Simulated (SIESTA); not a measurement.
Cr under changes of volume

One of the cells (13.784 Å³/atom); the others are scaled copies at fixed shape and fractional positions:

```
Cr
1.0
     2.69578    0.00000    0.00000
    -1.34789    2.33462    0.00000
     0.00000    0.00000    4.38040
Cr
2
Cartesian
  1.3479 0.7782 3.2853
  0.0000 1.5564 1.0951
```

This isn't the form of Cr at room conditions, which is bcc.

```yaml
Program: SIESTA 5.4.2
Functional: PBEsol
Potentials_or_basis: PseudoDojo 0.4 standard (PBEsol files)
Basis: DZP (energy shift 0.003 Ry; two zetas on semicore shells)
Grid_cutoff: 800 Ry
Energy_shift: 0.003 Ry
k_mesh: 11 × 11 × 6
Occupations: fermi-dirac, width 0.05 eV
Spin: collinear spin, ferromagnetic start
Starting_moments: "[3.0, 3.0] μB"
```

```csv
volume (Å³/atom),energy over the lowest point (meV/atom),pressure (GPa),moment (μB per cell)
13.222,0.00,-27.1,1.36
13.503,?,?,?
13.784,102.70,-31.4,1.71
14.347,219.21,-34.1,2.23
14.628,278.72,-34.3,2.57
```

**Question.** What does the run at 13.503 Å³/atom give?

**Answer.** Energy over the lowest point 49.28 meV/atom; pressure -29.5 GPa; moment 1.56 μB per cell.

Worked out: A Birch-Murnaghan fit of order 2 (a polynomial in V^(-2/3)) to the other rows has no minimum within the range. It gives 49.92 meV/atom at 13.503 Å³/atom, against the run's 49.28, and -dE/dV = -29.5 GPa, against -29.5. A parabola through the other rows of the moment, of slope 0.615 μB per Å³/atom there, gives 1.51 μB, against the run's 1.56.

Energies are extrapolated to zero smearing.

Caveats: the basis of atomic orbitals isn't converged, which shifts pressures, moduli and gaps; the cell as given lies far from equilibrium (some runs).
